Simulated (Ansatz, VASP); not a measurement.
**Cross-check of ZnS (Sphalerite) between VASP and Ansatz**

Wanted: the spread between two codes on one cell, functional and k mesh. The cell is taken from a series of VASP runs on this material, whose earlier steps may have relaxed, scaled or displaced it; both programs get it as it stands.

Program: Ansatz 0.2.0. Level of theory: plane waves, with VASP 6.6.1 beside it; relaxation of cell and atoms at LDA. Results are calculated unless marked as measured.

## (1) Set-up

The structure is cubic, space group F-43m (No. 216). Conventional cell: a = 5.301 Å, b = 5.301 Å, c = 5.301 Å, α = 90.00°, β = 90.00°, γ = 90.00°. Zn has 4 S at 2.30 Å nearest. S has 4 Zn at 2.30 Å nearest. Farther neighbours and most contacts between anions are not listed.

Coordinates:

```xyz
2
Lattice="0.0000 2.6507 2.6507 2.6507 0.0000 2.6507 2.6507 2.6507 0.0000" Properties=species:S:1:pos:R:3 pbc="T T T"
Zn    0.0000    0.0000    0.0000
S     3.9760    3.9760    3.9760
```

## (2) VASP: relaxation of cell and atoms, LDA

The relaxed volume is the usual yardstick between codes: its relative difference is about their pressure difference at one cell divided by the bulk modulus.

Lines of VASP's logs that name or quote its potential files are left out, and so is its time.

File INCAR:

```
SYSTEM = ZnS
PREC = Accurate
ENCUT = 450
EDIFF = 1E-06
NELM = 100
ISMEAR = 0
SIGMA = 0.03
LREAL = .FALSE.
ALGO = Normal
GGA = CA
NBANDS = 15
LORBIT = 11
LWAVE = .FALSE.
LCHARG = .FALSE.
KPAR = 4
IBRION = 2
NSW = 50
ISIF = 3
EDIFFG = -0.004
```

File POSCAR:

```
ZnS
1.0
    0.0000000000      2.6506959687      2.6506959687
    2.6506959687      0.0000000000      2.6506959687
    2.6506959687      2.6506959687      0.0000000000
Zn S
1 1
Direct
    0.0000000000      0.0000000000      0.0000000000
    0.7500000000      0.7500000000      0.7500000000
```

File KPOINTS:

```
Automatic mesh
0
Gamma
8 8 8
0 0 0
```

PAW data sets: Zn and S (LDA family, release 64).

Launch:

```bash
> mpirun -np 4 vasp_std
```

Numbers of over 12 decimals in the logs are rounded to 6 here.

Output:

```text
[banner, memory and clock lines left out]
running    4 mpi-ranks, on    1 nodes
 distrk:  each k-point on    1 cores,    4 groups
 distr:  one band on    1 cores,    1 groups

 POSCAR found type information on POSCAR ZnS
 POSCAR found :  2 types and       2 ions
 LDA part: xc-table for (Slater(with rela. corr.)+CA(PZ))
 , standard interpolation
 POSCAR, INCAR and KPOINTS ok, starting setup
 FFT: planning ... GRIDC
 FFT: planning ... GRID_SOFT
 FFT: planning ... GRID
 WAVECAR not read
 entering main loop
       N       E                     dE             d eps       ncg     rms          rms(c)
DAV:   1     0.823038633423E+02    0.82304E+02   -0.82614E+03   870   0.131E+03
DAV:   2    -0.323934781980E+01   -0.85543E+02   -0.80953E+02   926   0.253E+02
DAV:   3    -0.858974717020E+01   -0.53504E+01   -0.53257E+01  1080   0.651E+01
DAV:   4    -0.864408392694E+01   -0.54337E-01   -0.54321E-01  1031   0.679E+00
DAV:   5    -0.864478836407E+01   -0.70444E-03   -0.70442E-03  1115   0.741E-01    0.764E+00
DAV:   6    -0.824308753465E+01    0.40170E+00   -0.80716E-01  1306   0.337E+01    0.586E+00
DAV:   7    -0.821375096543E+01    0.29337E-01   -0.25360E-01  1045   0.537E+00    0.277E+00
DAV:   8    -0.820764740613E+01    0.61036E-02   -0.57114E-03  1258   0.131E+00    0.634E-01
DAV:   9    -0.820709029096E+01    0.55712E-03   -0.12184E-03   996   0.268E-01    0.850E-02
DAV:  10    -0.820710583803E+01   -0.15547E-04   -0.86620E-05  1108   0.863E-02    0.211E-02
DAV:  11    -0.820710242851E+01    0.34095E-05   -0.10488E-05  1347   0.687E-02    0.397E-03
DAV:  12    -0.820710254849E+01   -0.11997E-06   -0.12167E-06   625   0.110E-02
   1 F= -.82071025E+01 E0= -.82071025E+01  d E =-.820710E+01
 curvature:   0.00 expect dE= 0.000E+00 dE for cont linesearch  0.000E+00
 trial: gam= 0.00000 g(F)=  0.189E-45 g(S)=  0.312E-04 ort = 0.000E+00 (trialstep = 0.100E+01)
 search vector abs. value=  0.312E-04
 bond charge predicted
       N       E                     dE             d eps       ncg     rms          rms(c)
DAV:   1    -0.820754793879E+01   -0.44551E-03   -0.48331E-03  1066   0.157E+00    0.152E-01
DAV:   2    -0.820716145841E+01    0.38648E-03   -0.11896E-03  1094   0.107E+00    0.582E-02
DAV:   3    -0.820711669484E+01    0.44764E-04   -0.47469E-05  1106   0.883E-02    0.267E-02
DAV:   4    -0.820710484488E+01    0.11850E-04   -0.71065E-06  1171   0.490E-02    0.132E-02
DAV:   5    -0.820710288305E+01    0.19618E-05   -0.10958E-06   498   0.221E-02    0.271E-03
DAV:   6    -0.820710287098E+01    0.12079E-07   -0.98918E-07   493   0.914E-03
   2 F= -.82071029E+01 E0= -.82071029E+01  d E =-.322490E-06
 trial-energy change:   -0.000000  1 .order   -0.000008   -0.000031    0.000015
 step:   0.4306(harm=  0.6688)  dis= 0.00000  next Energy=    -8.207109 (dE=-0.611E-05)
 bond charge predicted
       N       E                     dE             d eps       ncg     rms          rms(c)
DAV:   1    -0.820725103618E+01   -0.14815E-03   -0.15719E-03  1080   0.897E-01    0.859E-02
DAV:   2    -0.820712728891E+01    0.12375E-03   -0.37973E-04  1080   0.598E-01    0.337E-02
DAV:   3    -0.820711279795E+01    0.14491E-04   -0.15168E-05  1091   0.480E-02    0.154E-02
DAV:   4    -0.820710891305E+01    0.38849E-05   -0.21443E-06   825   0.275E-02    0.722E-03
DAV:   5    -0.820710830140E+01    0.61165E-06   -0.35280E-07   470   0.120E-02
   3 F= -.82071083E+01 E0= -.82071083E+01  d E =-.575291E-05
 curvature:  -0.16 expect dE=-0.484E-06 dE for cont linesearch -0.484E-06
 trial: gam=-0.21402 g(F)=  0.220E-45 g(S)=  0.300E-05 ort = 0.967E-05 (trialstep = 0.886E+00)
 search vector abs. value=  0.289E-06
 reached required accuracy - stopping structural energy minimisation
```

OUTCAR, selected parts (step 2):

```text
ion  position               nearest neighbor table
   1  0.000  0.000  0.000-   2 2.30   2 2.30   2 2.30   2 2.30
   2  0.750  0.750  0.750-   1 2.30   1 2.30   1 2.30   1 2.30

  LATTYP: Found a face centered cubic cell.
 ALAT       =     5.3013919374

 Subroutine GETGRP returns: Found 24 space group operations
 (whereof 24 operations were pure point group operations)

The static configuration has the point symmetry T_d .

 Found     29 irreducible k-points:

   k-points           NKPTS =     29   k-points in BZ     NKDIM =     29   number of bands    NBANDS=     15

   dimension x,y,z NGX =    28 NGY =   28 NGZ =   28
   dimension x,y,z NGXF=    56 NGYF=   56 NGZF=   56

   ENCUT  =  450.0 eV  33.07 Ry    5.75 a.u.   6.48  6.48  6.48*2*pi/ulx,y,z

   NELECT =      18.0000    total number of electrons

 k-points in reciprocal lattice and weights: Automatic mesh
   0.00000000  0.00000000  0.00000000       0.002
   0.12500000  0.00000000  0.00000000       0.016
   0.25000000  0.00000000  0.00000000       0.016
   0.37500000  0.00000000  0.00000000       0.016
   0.50000000  0.00000000  0.00000000       0.008
   0.12500000  0.12500000  0.00000000       0.012
   0.25000000  0.12500000  0.00000000       0.047
   0.37500000  0.12500000  0.00000000       0.047
   0.50000000  0.12500000  0.00000000       0.047
[...]
-0.37500000  0.50000000  0.12500000       0.023
  -0.25000000  0.50000000  0.25000000       0.012

 average (electrostatic) potential at core
       1 -37.0610       2 -88.7712

 E-fermi :   2.6142

 k-point     1 :       0.0000    0.0000    0.0000
  band No.  band energies     occupation
    ...
      5      -3.7034      2.00000
      6      -3.7034      2.00000
      7       2.4938      2.00000
      8       2.4938      2.00000
      9       2.4938      2.00000
     10       4.6448      0.00000
     11       8.7041      0.00000
     12       8.7041      0.00000
     13       8.7041      0.00000
     14      14.3176      0.00000
    ...

 k-point     2 :       0.1250    0.0000    0.0000
  band No.  band energies     occupation
    ...
      5      -3.7054      2.00000
      6      -3.7054      2.00000
      7       1.2950      2.00000
      8       2.3271      2.00000
      9       2.3271      2.00000
     10       5.4831      0.00000
     11       8.6393      0.00000
     12       8.9805      0.00000
     13       8.9805      0.00000
     14      13.6507      0.00000
    ...

 k-point     3 :       0.2500    0.0000    0.0000
  band No.  band energies     occupation
    ...
      5      -3.7021      2.00000
      6      -3.7021      2.00000
      7      -0.5525      2.00000
      8       1.9683      2.00000
      9       1.9683      2.00000
     10       5.9480      0.00000
     11       9.3734      0.00000
     12       9.3734      0.00000
     13       9.3998      0.00000
     14      13.4326      0.00000
    ...

  Total       -0.0064401     -0.0064401     -0.0064401      0.0000000     -0.0000000      0.0000000
  in kB       -0.2771875     -0.2771875     -0.2771875      0.0000000     -0.0000000      0.0000000
  external PRESSURE =      -0.2771875 kB  Pullay stress =       0.0000000 kB

  energy-cutoff  :      450.00
  volume of cell :       37.22
      direct lattice vectors                 reciprocal lattice vectors
    -0.000000000  2.650124561  2.650124561    -0.188670377  0.188670377  0.188670377
     2.650124561  0.000000000  2.650124561     0.188670377 -0.188670377  0.188670377
     2.650124561  2.650124561 -0.000000000     0.188670377  0.188670377 -0.188670377

 POSITION                                       TOTAL-FORCE (eV/Angst)
 -----------------------------------------------------------------------------------
      0.00000      0.00000     -0.00000        -0.000000      0.000000     -0.000000
      3.97519      3.97519      3.97519         0.000000     -0.000000      0.000000
 -----------------------------------------------------------------------------------
    total drift:                               -0.000001     -0.000001     -0.000001

  FREE ENERGIE OF THE ION-ELECTRON SYSTEM (eV)
  ---------------------------------------------------
  free  energy   TOTEN  =        -8.2071083014 eV

  energy  without entropy=       -8.2071083014  energy(sigma->0) =       -8.20710830

 reached required accuracy - stopping structural energy minimisation

 total charge
# of ion       s       p       d       tot
------------------------------------------
    1        0.550   0.539   9.805  10.894
    2        1.312   2.442   0.000   3.755
--------------------------------------------------
tot          1.862   2.982   9.805  14.649

[... 3 further parts left out ...]
```

The gap is read on the k-mesh alone, so it is an upper bound where the band edges lie off the mesh. The run keeps the 24 symmetry operations of its start, so it cannot find a distortion of lower symmetry.

## (3) Ansatz: relaxation of cell and atoms, LDA

Ansatz runs on its default PAW (the set named soft_2) files.

The same cell, functional (in two slightly different forms), mesh and smearing now go to Ansatz, which takes its cutoff from its data sets.

File input.yaml:

```yaml
crystal:
  lattice:
    - [0.0, 2.6506959687, 2.6506959687]
    - [2.6506959687, 0.0, 2.6506959687]
    - [2.6506959687, 2.6506959687, 0.0]
  atoms:
    - { symbol: Zn, position: [0.0, 0.0, 0.0] }
    - { symbol: S, position: [0.75, 0.75, 0.75] }
hamiltonian:
  xc: lda
  pseudopotentials: { kind: paw }
kpoints:
  mp_grid: { grid: [8, 8, 8] }
scf:
  occupations: { method: gaussian, width: 0.03 }
relax:
  f_tol: 0.01
  max_steps: 60
  cell: { stress_tol: 0.05 }
output:
  forces: true
  stress: true
```

Launch:

```bash
> ansatz run input.yaml --threads 4 --pin off --max-ram 9216MiB --backend cpu --events-out ev --progress --plain --runs-dir out
```

Output:

```text
Engine: ansatz 0.2.0, x86_64-unknown-linux-gnu
Pseudopotentials: kind: paw
Pseudopotential: Zn, paw, valence charge 12, recommended cutoff 420 eV (normal), Zn.paw.azcp
Pseudopotential: S, paw, valence charge 6, recommended cutoff 420 eV (normal), S.paw.azcp
Functional definition: SPW92
  exchange = slater_x
  correlation = pw_c
Crystal: 2 atoms, lattice volume = 37.249 Å³
Basis set: ecut = 420 eV, 725 PW (Γ)
Bands: 13, of which v1, the nominal top of the filled ones, is band 9 counted from 1 (8 counted from 0)
Symmetry: 24 space group operations
Space group: F-43m (ITA 216), of the structure as read, at distance tolerance 3.3e-5 Å
k-points: 29 of 512 (time reversal used)
Non-local potential: Zn, projectors of the file, l = 0: 2, l = 1: 2, l = 2: 3, l = 3: 1
Non-local potential: S, projectors of the file, l = 0: 2, l = 1: 2, l = 2: 2
PAW form: soft (Blöchl's): semilocal exchange-correlation on the pseudo side does not see the compensation charge
PAW frozen core: Zn, regenerated for the run's functional, and the local potential with it (the file was generated under x = pbe(κ = 0.804, μ = 0.219515), c = pbe(β = 0.066725))
PAW frozen core: S, regenerated for the run's functional, and the local potential with it (the file was generated under x = pbe(κ = 0.804, μ = 0.219515), c = pbe(β = 0.066725))
PAW one-centre angular grid: Zn, 590 points (default); XC on 64 Gauss nodes
PAW one-centre angular grid: S, 110 points (default); XC on 64 Gauss nodes
Initial density: superposition of atomic densities (neutral atoms: chi_scale 0, normalization atom), corrected by the library's trained network
Initial wavefunctions: pseudopotential atomic-orbital guess
Functional: x = slater, c = lda
SCF iter   1: F=—  HF=-4117.444781 eV  |F-HF|=—  |Δ(HF+E_count)|=         —  Δρ=7.13e-3  dr2=1.70e-2  ethr=1.77e-3  ⟨swp⟩=5.7  Hψ=2255  notcnv=0
preconditioner: auto → none  [insulator: Δε(μ)=2.047 eV  Ē_g=12.409 eV  σ=0.030 eV  W_gap=1.00  n_scr=14 (ndim 8)  ℏωp=25.8 eV  f_vac=0.018  D(μ)=0.00/eV (n_scr^D=0)  ε∞_Penn≈5.3]
SCF iter   2: F=—  HF=-4117.439299 eV  |F-HF|=—  |Δ(HF+E_count)|=   5.48e-3  Δρ=2.34e-3  dr2=9.70e-4  ethr=9.44e-5  ⟨swp⟩=3.0  Hψ=974  notcnv=0
SCF iter   3: F=—  HF=-4117.439026 eV  |F-HF|=—  |Δ(HF+E_count)|=   2.73e-4  Δρ=1.19e-3  dr2=2.30e-4  ethr=5.39e-6  ⟨swp⟩=2.1  Hψ=642  notcnv=0
SCF iter   4: F=—  HF=-4117.439013 eV  |F-HF|=—  |Δ(HF+E_count)|=   1.32e-5  Δρ=5.68e-4  dr2=8.83e-5  ethr=1.28e-6  ⟨swp⟩=2.0  Hψ=609  notcnv=0
SCF iter   5: F=—  HF=-4117.438966 eV  |F-HF|=—  |Δ(HF+E_count)|=   4.62e-5  Δρ=3.27e-5  dr2=4.27e-7  ethr=4.90e-7  ⟨swp⟩=2.0  Hψ=609  notcnv=0
SCF iter   6: F=-4117.438966 eV  HF=-4117.438966 eV  |F-HF|=1.02e-8  |Δ(HF+E_count)|=   1.58e-7  Δρ=8.53e-6  dr2=1.23e-8  ethr=5.56e-10  ⟨swp⟩=4.0  Hψ=1277  notcnv=0
SCF 1 converged in 6 iterations: F = -4117.438966 eV  dr2 = 1.23e-8
  greatest PAW one-centre occupation: 0.983 electrons in one spin orbital (limit 2), on the Zn atom at site 0 (counted from 0), in its partial waves of l = 2
relax step   1: F+E_penalty+E_count = -4117.43896613 eV  Δ(F+E_penalty+E_count) = +0.000e0 eV  max|allowed force component| = 2.128e-16 eV/Å  Δτ_max = 0.0000 Å  P = -0.227 GPa  Ω = 37.249 Å³  (6 SCF iters, dr2 threshold 1.00e-7 eV, accepted)
[...]
relax step   2: F+E_penalty+E_count = -4117.43904319 eV  Δ(F+E_penalty+E_count) = -7.707e-5 eV  max|allowed force component| = 3.701e-17 eV/Å  Δτ_max = 0.0000 Å  P = -0.098 GPa  Ω = 37.193 Å³  energy of the carried Pulay correction = +2.024e-5 eV  (4 SCF iters, dr2 threshold 1.29e-7 eV, accepted)
[...]
relax step   3: F+E_penalty+E_count = -4117.43907145 eV  Δ(F+E_penalty+E_count) = -2.825e-5 eV  max|allowed force component| = 7.170e-17 eV/Å  Δτ_max = 0.0000 Å  P = +0.000 GPa  Ω = 37.150 Å³  energy of the carried Pulay correction = +3.557e-5 eV  (4 SCF iters, dr2 threshold 2.40e-8 eV, accepted)
[...]
relax step   4: F+E_penalty+E_count = -4117.43903956 eV  Δ(F+E_penalty+E_count) = +3.189e-5 eV  max|allowed force component| = 7.170e-17 eV/Å  Δτ_max = 0.0000 Å  P = -0.000 GPa  Ω = 37.150 Å³  stress off target by 3.46e-6 GPa  SCF on the basis re-selected at this cell (its energy is not comparable with the rows above)  (5 SCF iters)
basis re-selected at this cell: Δ(F+E_penalty+E_count) = +3.189e-5 eV, ΔP = -0.000 GPa vs the last step (what re-selecting the basis moved, of the pressure what is left beyond the Pulay correction that the steps carried, after the strain that the cell walked since its last selection, with what the two solves' SCF thresholds leave and, on support functions, any second-order correction that the steps lacked; it is no m [...]
SCF converged after 5 iterations
Free energy (F): -4117.439040 eV
Harris-Foulkes:  -4117.439040 eV  (|F-HF|=9.09e-13)
Internal energy: -4117.439040 eV  (E = F + TS)
E sigma→0 (E₀):  -4117.439040 eV
Fermi energy:    7.379460 eV
--- Per-component energies (eV) ---
  E_band       = 8.863536
  E_kinetic    = 240.259925
  E_local      = -2006.362953  (includes V_loc(G=0)·N_el)
  E_nonlocal   = 645.929980
  E_hartree    = 837.080589
  E_xc         = -232.604947
  E_vxc        = -142.322410  (∫ρ·V_xc dr)
  E_paw        = -2324.687331  (= ΣΔE_a)
  E_vpaw       = -402.801800  (= ΣTr[D̂ρ^β])
  E_aug_tail   = -0.000369  (compensation charges beyond the density's cutoff)
  E_ewald      = -1278.764273
  E_core_change = 1.710339  (= ΣΔE_core)
  E_smearing   = -0.000000  (= −TS)
  E_closure    = -0.000000  (closes the sum)
  Σ components = -4117.439040   (vs F -4117.439040, Δ=0.00e0)
--- Forces (eV/Å), atoms counted from 1 ---
  atom   1  Zn     0.00000000     0.00000000     0.00000000
  atom   2  S      0.00000000    -0.00000000    -0.00000000
  max |Σ_I F_I| component: 3.70e-17 eV/Å
--- Stress (GPa, compression-positive) ---
       -0.000003      -0.000000      -0.000000
       -0.000000      -0.000003      -0.000000
       -0.000000       0.000000      -0.000003
  P = ⅓ Tr σ = -0.0000 GPa (-0.000 kbar)
--- Relaxed structure (3 steps of the walk, 3 accepted, 1 SCFs on fresh bases) ---
  F+E_penalty+E_count = -4117.43903956 eV   max|allowed force component| = 7.170e-17 eV/Å   (the final SCF, on the basis selected at the relaxed cell)
  cell:  # Å, volume = 37.1503 Å³
    - [0, 2.648362, 2.648362]
    - [2.648362, 0, 2.648362]
    - [2.648362, 2.648362, 0]
  atoms:
    - { symbol: Zn, position: [0, 0, 0] }
    - { symbol: S, position: [0.75, 0.75, 0.75] }
```

The job ended after 2.4 s (4 threads of Intel Xeon 6975P-C (Granite Rapids), shared host; peak memory 0.39 GiB; 5.8 s of CPU time).

## (4) Side by side

Known differences besides the potentials themselves: the two LDA forms differ slightly; both relaxations stop at a tolerance, which leaves soft axes loose, and VASP keeps its plane-wave basis; the cutoff is 420 eV in Ansatz and 450 eV in VASP; VASP's log shows a relativistic correction to its local exchange, Ansatz's none; Ansatz adds a Pulay correction to the stress that steers its cell, VASP none. Total energies have different zeros and are not compared.

The two programs side by side:

```tsv
quantity	Ansatz	VASP	difference
volume (Å³)	37.15	37.22	-0.20 %
edge a after relaxation, in the typed setting (Å)	3.745	3.748	-0.07 %
```

The walks stopped with 0.00 GPa left in Ansatz and -0.03 GPa in VASP; each walk ends within a tolerance, so the volume difference is uncertain by about these residues over the bulk modulus, most in soft cells.

## (5) Results

```json
{
  "difference in volume (relaxation of cell and atoms, LDA)": "-0.20 %"
}
```

The difference in volume is -0.20 % (relaxation of cell and atoms, LDA), within the 1.2 % picked in this series as the mark of a large difference, as far as the stopping tolerances let one tell. How closely two codes agree says nothing of how well the functional describes the real material.

[Lines on the potential files, build, host, timing and source positions are cut from VASP's logs without a mark.]

[Logs are printed without paths, hosts, clocks, repeated set-up lines and the standing remarks that a program may print on its own settings, such as how far it seeks lower states.]

[Hosts, paths, dates, database ids (printed as entryN), source tags and the programs' standing remarks are cut or masked in the printed files.]
